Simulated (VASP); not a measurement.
# BAs (rocksalt): a PBE single-point calculation in VASP

INCAR

```
ISIF = 2
ISMEAR = -1
PREC = Accurate
LWAVE = .FALSE.
SIGMA = 0.02
NSW = 0
NELM = 120
GGA = PE
ENCUT = 520
LCHARG = .FALSE.
LREAL = .FALSE.
LASPH = .TRUE.
NBANDS = 11
EDIFF = 1E-7
IBRION = -1
```

KPOINTS

```
KPOINTS created by Atomic Simulation Environment
0
Gamma
10 10 10
0 0 0
```

KPOINTS_OPT

```
special points
7
Reciprocal
0.0000000000 0.0000000000 0.0000000000 1
0.5000000000 0.0000000000 0.5000000000 1
0.5000000000 0.2500000000 0.7500000000 1
0.3750000000 0.3750000000 0.7500000000 1
0.5000000000 0.5000000000 0.5000000000 1
0.6250000000 0.2500000000 0.6250000000 1
0.1875000000 0.1875000000 0.3750000000 1
```

POSCAR

```
B  As
 1.0000000000000000
     0.0000000000000000    2.3052873174999999    2.3052873174999999
     2.3052873174999999    0.0000000000000000    2.3052873174999999
     2.3052873174999999    2.3052873174999999    0.0000000000000000
 B   As
   1   1
Cartesian
  0.0000000000000000  0.0000000000000000  0.0000000000000000
  2.3052873174999999  2.3052873174999999  2.3052873174999999
```

VASP ran with the recommended PBE PAW datasets (8 valence electrons in the cell).

Command

```
mpirun -np 1 vasp_std
```

From OUTCAR

```
k-points           NKPTS =     47   k-points in BZ     NKDIM =     47   number of bands    NBANDS=     11

   NELECT =       8.0000    total number of electrons

   dimension x,y,z NGX =    24 NGY =   24 NGZ =   24
   dimension x,y,z NGXF=    48 NGYF=   48 NGZF=   48

  energy-cutoff  :      520.00
  volume of cell :       24.50
      direct lattice vectors                 reciprocal lattice vectors
     0.000000000  2.305287317  2.305287317    -0.216892704  0.216892704  0.216892704
     2.305287317  0.000000000  2.305287317     0.216892704 -0.216892704  0.216892704
     2.305287317  2.305287317  0.000000000     0.216892704  0.216892704 -0.216892704

 k-points in reciprocal lattice and weights: KPOINTS created by Atomic Simulation Env
   0.00000000  0.00000000  0.00000000       0.001
   0.10000000  0.00000000  0.00000000       0.008
   0.20000000  0.00000000  0.00000000       0.008
   0.30000000  0.00000000  0.00000000       0.008
   0.40000000  0.00000000  0.00000000       0.008
   0.50000000  0.00000000  0.00000000       0.004
   0.10000000  0.10000000  0.00000000       0.006
   0.20000000  0.10000000  0.00000000       0.024
   ...

 E-fermi :   7.2680

 k-point     1 :       0.0000    0.0000    0.0000
  band No.  band energies     occupation
      1      -8.6255      2.00000
      2       7.2810      0.68789
      3       7.2810      0.68789
      4       7.2810      0.68788
      5      10.7767      0.00000
      6      14.9794      0.00000
      7      14.9794      0.00000
      8      14.9794      0.00000
      9      16.1639      0.00000
     10      16.1639      0.00000
     11      16.1639      0.00000

 k-point     2 :       0.1000    0.0000    0.0000
  band No.  band energies     occupation
      1      -8.4347      2.00000
      2       5.9461      2.00000
      3       7.2670      1.02675
      4       7.2670      1.02675
      5      11.3997      0.00000
      6      14.0608      0.00000
      7      14.0608      0.00000
      8      14.6700      0.00000
      9      16.0830      0.00000
     10      16.5889      0.00000
     11      16.5889      0.00000

 k-point     3 :       0.2000    0.0000    0.0000
  band No.  band energies     occupation
      1      -7.8666      2.00000
      2       3.5160      2.00000
      3       7.2792      0.72704
      4       7.2792      0.72703
      5      11.7827      0.00000
      6      12.4056      0.00000
      7      12.4056      0.00000
      8      14.0252      0.00000
      9      16.7816      0.00000
     10      17.7763      0.00000
     11      17.7763      0.00000

 k-point     4 :       0.3000    0.0000    0.0000
  band No.  band energies     occupation
      1      -6.9407      2.00000
      2       1.0187      2.00000
      3       7.4288      0.00064
      4       7.4288      0.00064
      5      10.8227      0.00000
      6      10.8227      0.00000
      7      11.6587      0.00000
      8      13.3868      0.00000
      9      18.3065      0.00000
     10      19.6022      0.00000
     11      19.6022      0.00000

 k-point     5 :       0.4000    0.0000    0.0000
  band No.  band energies     occupation
      1      -5.7382      2.00000
      2      -1.1906      2.00000
      3       7.8097      0.00000
      4       7.8097      0.00000
      5       9.5103      0.00000
      6       9.5103      0.00000
      7      11.4943      0.00000
      8      12.9233      0.00000
      9      20.0557      0.00000
     10      21.9145      0.00000
     11      21.9145      0.00000

 k-point     6 :       0.5000    0.0000    0.0000
  band No.  band energies     occupation
      1      -4.8678      2.00000
      2      -2.4052      2.00000
      3       8.3691      0.00000
      4       8.3691      0.00000
      5       8.6306      0.00000
      6       8.6306      0.00000
      7      11.4353      0.00000
      8      12.7528      0.00000
      9      21.0584      0.00000
     10      23.8730      0.00000
     11      23.8730      0.00000

 k-point     7 :       0.1000    0.1000    0.0000
  band No.  band energies     occupation
      1      -8.3709      2.00000
      2       6.4897      2.00000
      3       6.7163      2.00000
      4       6.7163      2.00000
      5      11.5963      0.00000
      6      12.7829      0.00000
      7      14.9764      0.00000
      8      15.1364      0.00000
      9      15.1364      0.00000
     10      17.2977      0.00000
     11      17.2977      0.00000

 k-point     8 :       0.2000    0.1000    0.0000
  band No.  band energies     occupation
      1      -7.9280      2.00000
      2       4.4286      2.00000
      3       6.3069      2.00000
      4       7.1307      1.99791
      5      10.3918      0.00000
      6      12.9376      0.00000
      7      14.4550      0.00000
      8      14.5529      0.00000
      9      15.1712      0.00000
     10      18.4308      0.00000
     11      18.5998      0.00000

 k-point     9 :       0.3000    0.1000    0.0000
  band No.  band energies     occupation
      1      -7.1187      2.00000
      2       1.9577      2.00000
      3       6.1403      2.00000
      4       7.5251      0.00001
      5       8.8016      0.00000
      6      13.0414      0.00000
      7      13.0553      0.00000
      8      14.2672      0.00000
      9      15.9717      0.00000
     10      19.9247      0.00000
     11      20.4257      0.00000

 k-point    10 :       0.4000    0.1000    0.0000
  band No.  band energies     occupation
      1      -5.9920      2.00000
      2      -0.3580      2.00000
      3       6.2816      2.00000
      4       7.4079      0.00184
      5       7.9894      0.00000
      6      11.6724      0.00000
      7      13.0475      0.00000
      8      13.7708      0.00000
      9      17.7580      0.00000
     10      21.6279      0.00000
     11      22.6575      0.00000

 k-point    11 :       0.5000    0.1000    0.0000
  band No.  band energies     occupation
      1      -4.8464      2.00000
      2      -2.0668      2.00000
      3       6.4144      2.00000
      4       6.7659      2.00000
      5       8.5282      0.00000
      6      10.5321      0.00000
      7      12.9713      0.00000
      8      13.6156      0.00000
      9      19.8494      0.00000
     10      22.3613      0.00000
     11      23.9721      0.00000

 k-point    12 :      -0.4000    0.1000    0.0000
  band No.  band energies     occupation
      1      -5.1738      2.00000
      2      -1.6273      2.00000
      3       5.7537      2.00000
      4       7.6050      0.00000
      5       9.3041      0.00000
      6       9.6483      0.00000
      7      12.8253      0.00000
      8      13.9484      0.00000
      9      19.9596      0.00000
     10      21.6403      0.00000
     11      22.7840      0.00000

 k-point    13 :      -0.3000    0.1000    0.0000
  band No.  band energies     occupation
      1      -6.3971      2.00000
      2       0.3692      2.00000
      3       5.4517      2.00000
      4       8.6902      0.00000
      5       9.0884      0.00000
      6      10.3026      0.00000
      7      12.8295      0.00000
      8      14.5121      0.00000
      9      18.1075      0.00000
     10      19.3390      0.00000
     11      22.4505      0.00000

 k-point    14 :      -0.2000    0.1000    0.0000
  band No.  band energies     occupation
      1      -7.4285      2.00000
      2       2.7328      2.00000
      3       5.5200      2.00000
      4       8.3738      0.00000
      5      10.3904      0.00000
      6      11.4072      0.00000
      7      12.9787      0.00000
      8      15.0169      0.00000
      9      16.5659      0.00000
     10      17.6353      0.00000
     11      20.4520      0.00000

 k-point    15 :      -0.1000    0.1000    0.0000
  band No.  band energies     occupation
      1      -8.1178      2.00000
      2       4.8921      2.00000
      3       6.1133      2.00000
      4       7.8410      0.00000
      5      11.8876      0.00000
      6      12.1964      0.00000
      7      13.4352      0.00000
      8      15.0815      0.00000
      9      15.9364      0.00000
     10      16.6919      0.00000
     11      18.3912      0.00000

 k-point    16 :       0.2000    0.2000    0.0000
  band No.  band energies     occupation
      1      -7.6108      2.00000
      2       5.2139      2.00000
      3       5.5739      2.00000
      4       5.5739      2.00000
      5       8.4497      0.00000
      6      13.3155      0.00000
      7      14.3929      0.00000
      8      15.7100      0.00000
      9      15.7100      0.00000
     10      20.0064      0.00000
     11      20.0064      0.00000

 ...

  Total        0.0541396      0.0541396      0.0541396      0.0000000     -0.0000000      0.0000000
  in kB        3.5401386      3.5401386      3.5401386      0.0000000     -0.0000000      0.0000000
  external PRESSURE =       3.5401386 kB  Pullay stress =       0.0000000 kB

 POSITION                                       TOTAL-FORCE (eV/Angst)
 -----------------------------------------------------------------------------------
      0.00000      0.00000      0.00000        -0.000000     -0.000000      0.000000
      2.30529      2.30529      2.30529         0.000000      0.000000     -0.000000
 -----------------------------------------------------------------------------------
    total drift:                                0.000000     -0.000000     -0.000000

  FREE ENERGIE OF THE ION-ELECTRON SYSTEM (eV)
  ---------------------------------------------------
  free  energy   TOTEN  =        -9.6200191881 eV

  energy  without entropy=       -9.6186870912  energy(sigma->0) =       -9.61935314
```

The gap between bands v and c is -4.95 eV (bands overlap: a metal). The least direct gap is 0.26 eV and the pressure is 0.4 GPa.

Band v is the last that the valence electrons fill when counted band by band, and c is the next.

The run took about 8.5 s on one core of a shared host (Intel Xeon Platinum 8488C) and held 0.14 GiB at most.
